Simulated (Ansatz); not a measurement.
A relaxed cell of TiAl3 is given with its symmetry left out. It was relaxed at this level from a Materials Project cell.

The calculation used DFT PBE, scalar-relativistic, plane waves, PAW (Ansatz 0.2.0). Cutoff 420 eV, Γ-centred mesh, Gaussian smearing, no spin polarisation.

```
CELL_PARAMETERS angstrom
2.80078 0.00000 0.00000
0.00000 4.71452 0.00000
0.00000 0.00000 4.93225
ATOMIC_POSITIONS crystal
Ti 0.00000 0.50000 0.16295
Al 0.50000 0.50000 0.66399
Al 0.50000 0.00000 0.33383
Al 0.00000 0.00000 0.83922
```

Formation energies are uncorrected and refer to the elements' standard structures at the same level.

**Question.** What space group does it have?

**Answer.** Pmm2 (No. 25), with Ti and Al ordered on hcp sites. Conventional cell: a = 2.801 Å, b = 4.715 Å, c = 4.932 Å. Around Ti lie 2 Ti at 2.80 Å and 10 Al at 2.83–2.87 Å; Al on its first site is surrounded by 8 Al at 2.80–2.87 Å and 4 Ti at 2.83–2.84 Å; Al on its second site is surrounded by 8 Al at 2.80–2.87 Å and 4 Ti at 2.87 Å; Al on its third site is surrounded by 10 Al at 2.80–2.87 Å and 2 Ti at 2.85 Å.

**Question.** How far does it lie from the elements in energy?

**Answer.** −0.24 eV/atom.

**Question.** Is it a metal?

**Answer.** Yes, bands cross the Fermi level on the 16×10×10 mesh.

The last run used a 16×10×10 mesh (in the run's order of axes) for its 4-atom cell and Gaussian smearing of 0.10 eV. A structure relaxed within its symmetry needn't be a true minimum. Another cell of TiAl3 relaxed alike, in I4/mmm (a Materials Project cell), lies 156 meV/atom lower, so this cell isn't the stable form at this level.
